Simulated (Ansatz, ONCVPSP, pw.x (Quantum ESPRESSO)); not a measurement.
What a changed setting does to a pw.x run (sc Te)

Potential: optimised norm-conserving Vanderbilt (ONCV), ONCVPSP 4.0.1, PBE; core [Kr] 4d10, reference 5s2 5p2; waves: 5s: rc 1.85 bohr, ncon 4, nbas 7, qcut 2.8 1/bohr, 2 projectors, debl 4 Ha; 5p: rc 2.05 bohr, ncon 5, nbas 8, qcut 4.4 1/bohr, 2 projectors, debl 1.1 Ha; d scattering state at 0.08 Ha: rc 2.25 bohr, ncon 4, nbas 7, qcut 5 1/bohr, 2 projectors, debl 1.7 Ha; local part: polynomial inside 1.85 bohr (lpopt 5, dvloc0 4 Ha); core correction: polynomial model core, fcfact 0.3. In the d channel the program set the typed energies aside and used 0.050, 1.750 Ha.

The reference run (k-mesh 10³, cutoffs 85/340 Ry, Fermi–Dirac 0.01 Ry, mixing_beta 0.4, conv_thr 1e-9, no spin) gives -0.27 GPa at 32.928 Å³/atom, where all-electron LAPW gives -0.11 GPa. This run, with its own iteration cap, changes conv_thr to 1e-06.

```
&control
  calculation='scf', prefix='x', pseudo_dir='./', outdir='./tmp', tstress=.true., disk_io='none'
/
&system
  ibrav=0, nat=1, ntyp=1, ecutwfc=85, ecutrho=340, nbnd=10,
  occupations='smearing', smearing='fd', degauss=0.01
/
&electrons
  conv_thr=1e-06, mixing_beta=0.4, electron_maxstep=60
/
ATOMIC_SPECIES
Te 1.0 Te.UPF
CELL_PARAMETERS angstrom
  3.20519988 0.00000000 0.00000000
  0.00000000 3.20519988 0.00000000
  0.00000000 0.00000000 3.20519988
ATOMIC_POSITIONS crystal
Te 0.0000 0.0000 0.0000
K_POINTS automatic
10 10 10 0 0 0
```

```bash
pw.x < Te.scf.in > Te.scf.out
```

How does the run end?

It converges in 6 iterations; the free energy moves by +0.0 meV/atom and the pressure by +0.03 GPa. The result is that of the reference run.

```
Message from routine setup:
     using ibrav=0 with symmetry is DISCOURAGED, use correct ibrav instead
     lattice parameter (alat)  =       6.0569  a.u.
     unit-cell volume          =     222.2092 (a.u.)^3
     number of electrons       =         6.00
     number of Kohn-Sham states=           10
     kinetic-energy cutoff     =      85.0000  Ry
     charge density cutoff     =     340.0000  Ry
     scf convergence threshold =      1.0E-06
     Exchange-correlation= PBE
     number of k points=    56  Fermi-Dirac smearing, width (Ry)=  0.0100
     iteration #  1     ecut=    85.00 Ry     beta= 0.40
     total energy              =     -22.29254214 Ry
     estimated scf accuracy    <       0.24388811 Ry
     iteration #  2     ecut=    85.00 Ry     beta= 0.40
     total energy              =     -22.26673892 Ry
     estimated scf accuracy    <       0.05830461 Ry
     iteration #  3     ecut=    85.00 Ry     beta= 0.40
     total energy              =     -22.27486863 Ry
     estimated scf accuracy    <       0.00026102 Ry
     iteration #  4     ecut=    85.00 Ry     beta= 0.40
     total energy              =     -22.27494913 Ry
     estimated scf accuracy    <       0.00022372 Ry
     iteration #  5     ecut=    85.00 Ry     beta= 0.40
     total energy              =     -22.27498171 Ry
     estimated scf accuracy    <       0.00000781 Ry
     iteration #  6     ecut=    85.00 Ry     beta= 0.40
     the Fermi energy is     6.5050 ev
!    total energy              =     -22.27498364 Ry
     estimated scf accuracy    <       0.00000027 Ry
     smearing contrib. (-TS)   =      -0.00257304 Ry
     The total energy is F=E-TS. E is the sum of the following terms:
     one-electron contribution =       3.80432560 Ry
     hartree contribution      =       0.89710487 Ry
     xc contribution           =     -10.11012086 Ry
     ewald contribution        =     -16.86372021 Ry
     convergence has been achieved in   6 iterations
          total   stress  (Ry/bohr**3)                   (kbar)     P=       -2.40
     Message from routine punch:
     Nothing written, as per user request (disk_io='none')
```

The run took about 14 s on one core of a shared host (Intel(R) Xeon(R) Platinum 8259CL CPU @ 2.50GHz, 96 threads, 755 GiB, load 37).
